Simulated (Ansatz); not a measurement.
**KZnF3: energy against volume and a worked fit**

```yaml
crystal:
  lattice:
    - [4.05000, 0.00000, 0.00000]
    - [0.00000, 4.05000, 0.00000]
    - [0.00000, 0.00000, 4.05000]
  atoms:
    - { symbol: Zn, position: [0.50000, 0.50000, 0.50000] }
    - { symbol: K, position: [0.00000, 0.00000, 0.00000] }
    - { symbol: F, position: [0.50000, 0.00000, 0.50000] }
    - { symbol: F, position: [0.00000, 0.50000, 0.50000] }
    - { symbol: F, position: [0.50000, 0.50000, 0.00000] }
```

The cell was scaled at fixed shape and fractions and run with Ansatz, all-electron LAPW, scalar-relativistic; PBEsol, k mesh 7 × 7 × 7 on the cell of 5 atoms, fermi-dirac occupations of 0.05 eV, no spin polarisation, no spin-orbit coupling. Energies are those that the program minimises, any entropy of the smearing included.

```csv
V (Å³/atom),energy over the lowest row (meV/atom)
12.4889,13.788
12.7546,5.977
13.0203,?
13.2860,0.000
13.5517,1.158
13.8175,4.687
14.0832,10.330
```

Task: Fit the third-order Birch-Murnaghan form, give V0, B0 and B′, and predict the energy left open.

Result: With y = (V0/V)^(2/3), E = E0 + (9 V0 B0/16) [(y - 1)³ B′ + (y - 1)² (6 - 4y)]. Least squares through the rows shown give V0 = 13.2982 Å³/atom, E0 = -0.002 meV, B0 = 79.65 GPa (1 eV/Å³ = 160.218 GPa) and B′ = 4.69, with a largest miss of 0.002 meV. At V = 13.0203 the form with these constants gives 1.501 meV; the run gave 1.498 meV an atom. Measured volume: 13.34 Å³/atom (a printed reference work), so the fit lies -0.3 % from it. The runs are for a static lattice.
